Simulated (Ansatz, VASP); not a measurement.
One calculation of SiC, two programs

```
CELL_PARAMETERS angstrom
0.00000 2.14774 2.14774
2.14774 0.00000 2.14774
2.14774 2.14774 0.00000
ATOMIC_POSITIONS crystal
Si 0.00000 0.00000 0.00000
C 0.25000 0.25000 0.25000
```

The cell was built by a generator and isn't the measured one.

Alike in both runs: task single point; functional PBEsol; k mesh 8 × 8 × 8; occupations gaussian, width 0.05 eV; no spin polarisation.

|  | VASP | Ansatz |
| --- | --- | --- |
| version | VASP 6.6.1 | Ansatz 0.2.0 |
| potentials or method | VASP PAW PBE potentials, release 64 (Si, C) | scalar-relativistic, plane waves, PAW |
| plane-wave cutoff (eV) | 520 | 420 |
| valence electrons in the cell | 8 | 8 |

```csv
,VASP,Ansatz,Ansatz less VASP
gap on the k mesh at the Fermi level (eV),1.19,1.20,+0.010
least direct gap on the mesh (eV),4.49,4.50,+0.010
pressure (GPa),10.6,10.2,-0.40
```

Caveats: the PAW data sets were made with another functional, which shifts forces and pressure a little (VASP). A k mesh can miss the band edges.
